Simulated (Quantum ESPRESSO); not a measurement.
Wanted: the native input for a Quantum ESPRESSO 7.5 run.

```yaml
Task: band structure
Functional: PBEsol
Potentials_or_basis: PseudoDojo 0.4.1 SR PBEsol standard
Cutoff: 1088 eV
Density_cutoff: 4354 eV
k_mesh: 10 × 8 × 7
Occupations: fermi-dirac, width 0.05 eV
Spin: no spin polarisation
Mixing_beta: 0.5
Most_SCF_iterations: 120
SCF_threshold: 4e-10 Ry
```

Crystal: Ga.

```xyz
2
Lattice="2.7784 0.0000 0.0000 0.0000 3.2816 0.0000 -1.3434 0.0000 3.9903" Properties=species:S:1:pos:R:3 pbc="T T T"
Ga   -0.6607    2.4612    3.0732
Ga    2.0957    0.8204    0.9171
```

This isn't the form of Ga at room conditions, which is orthorhombic.

These files were run (other wordings do the same):

pw.in

```
&CONTROL
  calculation = 'scf'
  prefix = 'pwscf'
  outdir = './tmp'
  pseudo_dir = './pseudo'
  tprnfor = .true.
  tstress = .true.
  disk_io = 'low'
/
&SYSTEM
  ibrav = 0
  celldm(1) = 8
  nat = 2
  ntyp = 1
  ecutwfc = 80
  nbnd = 20
  occupations = 'smearing'
  smearing = 'fd'
  degauss = 0.00367493
/
&ELECTRONS
  conv_thr = 4d-10
  electron_maxstep = 120
  mixing_beta = 0.5
/
ATOMIC_SPECIES
Ga    69.7230 Ga.upf
CELL_PARAMETERS alat
  0.6563070998841   0.0000000000000   0.0000000000000
  0.0000000000000   0.7751677326581   0.0000000000000
 -0.3173396054574   0.0000000000000   0.9425654332059
ATOMIC_POSITIONS crystal
Ga     0.1345962700    0.7500000000    0.7701668300
Ga     0.8654037300    0.2500000000    0.2298331700
K_POINTS automatic
10 8 7 0 0 0
```

bands.in

```
&CONTROL
  calculation = 'bands'
  prefix = 'pwscf'
  outdir = './tmp'
  pseudo_dir = './pseudo'
  disk_io = 'low'
  verbosity = 'high'
/
&SYSTEM
  ibrav = 0
  celldm(1) = 8
  nat = 2
  ntyp = 1
  ecutwfc = 80
  nbnd = 20
  occupations = 'smearing'
  smearing = 'fd'
  degauss = 0.00367493
/
&ELECTRONS
  conv_thr = 1d-08
  electron_maxstep = 120
  mixing_beta = 0.5
  diago_full_acc = .true.
  startingwfc = 'random'
/
ATOMIC_SPECIES
Ga    69.7230 Ga.upf
CELL_PARAMETERS alat
  0.6563070998841   0.0000000000000   0.0000000000000
  0.0000000000000   0.7751677326581   0.0000000000000
 -0.3173396054574   0.0000000000000   0.9425654332059
ATOMIC_POSITIONS crystal
Ga     0.1345962700    0.7500000000    0.7701668300
Ga     0.8654037300    0.2500000000    0.2298331700
K_POINTS crystal
60
 0.0000000000  0.0000000000  0.0000000000 1
 0.0000000000  0.0000000000  0.1000000000 1
 0.0000000000  0.0000000000  0.2000000000 1
 0.0000000000  0.0000000000  0.3000000000 1
 0.0000000000  0.0000000000  0.4000000000 1
 0.0000000000  0.0000000000  0.5000000000 1
-0.0732436377  0.0000000000  0.5354149865 1
-0.1464872753  0.0000000000  0.5708299730 1
-0.2197309130  0.0000000000  0.6062449595 1
-0.2929745507  0.0000000000  0.6416599460 1
-0.3662181883  0.0000000000  0.6770749325 1
-0.4394618260  0.0000000000  0.7124899190 1
-0.4697309130  0.0000000000  0.6062449595 1
-0.5000000000  0.0000000000  0.5000000000 1
-0.5000000000  0.0714285714  0.5000000000 1
-0.5000000000  0.1428571429  0.5000000000 1
-0.5000000000  0.2142857143  0.5000000000 1
-0.5000000000  0.2857142857  0.5000000000 1
-0.5000000000  0.3571428571  0.5000000000 1
-0.5000000000  0.4285714286  0.5000000000 1
-0.5000000000  0.5000000000  0.5000000000 1
-0.5302690870  0.5000000000  0.3937550405 1
-0.5605381740  0.5000000000  0.2875100810 1
-0.5403587827  0.5000000000  0.1916733874 1
-0.5201793913  0.5000000000  0.0958366937 1
-0.5000000000  0.5000000000  0.0000000000 1
-0.5000000000  0.4285714286  0.0000000000 1
-0.5000000000  0.3571428571  0.0000000000 1
-0.5000000000  0.2857142857  0.0000000000 1
-0.5000000000  0.2142857143  0.0000000000 1
-0.5000000000  0.1428571429  0.0000000000 1
-0.5000000000  0.0714285714  0.0000000000 1
-0.5000000000  0.0000000000  0.0000000000 1
-0.5201793913  0.0000000000  0.0958366937 1
-0.5403587827  0.0000000000  0.1916733874 1
-0.5605381740  0.0000000000  0.2875100810 1
-0.4394618260  0.5000000000  0.7124899190 1
-0.3845290977  0.5000000000  0.6859286791 1
-0.3295963695  0.5000000000  0.6593674392 1
-0.2746636412  0.5000000000  0.6328061994 1
-0.2197309130  0.5000000000  0.6062449595 1
-0.1647981847  0.5000000000  0.5796837196 1
-0.1098654565  0.5000000000  0.5531224797 1
-0.0549327282  0.5000000000  0.5265612399 1
 0.0000000000  0.5000000000  0.5000000000 1
 0.0000000000  0.5000000000  0.4166666667 1
 0.0000000000  0.5000000000  0.3333333333 1
 0.0000000000  0.5000000000  0.2500000000 1
 0.0000000000  0.5000000000  0.1666666667 1
 0.0000000000  0.5000000000  0.0833333333 1
 0.0000000000  0.5000000000  0.0000000000 1
 0.0000000000  0.0000000000  0.5000000000 1
 0.0000000000  0.0625000000  0.5000000000 1
 0.0000000000  0.1250000000  0.5000000000 1
 0.0000000000  0.1875000000  0.5000000000 1
 0.0000000000  0.2500000000  0.5000000000 1
 0.0000000000  0.3125000000  0.5000000000 1
 0.0000000000  0.3750000000  0.5000000000 1
 0.0000000000  0.4375000000  0.5000000000 1
 0.0000000000  0.5000000000  0.5000000000 1
```

Potentials or basis: PseudoDojo 0.4.1 SR PBEsol standard.

Launch:

```sh
$ OMP_NUM_THREADS=1 mpirun -n 2 pw.x -nk 2 -in pw.in > pw.out
$ OMP_NUM_THREADS=1 mpirun -n 2 pw.x -nk 2 -in bands.in > bands.out
```

It gave:

* Pressure: -0.6 GPa
* Largest force: 0.074 eV/Å
* Band gap on the k mesh: none (metal or under the smearing width)

It took 2.9 min on 2 MPI ranks on Intel(R) Xeon(R) Processor @ 2.50GHz (Skylake/Cascade Lake), on a shared host, peak memory 0.3 GiB a rank.
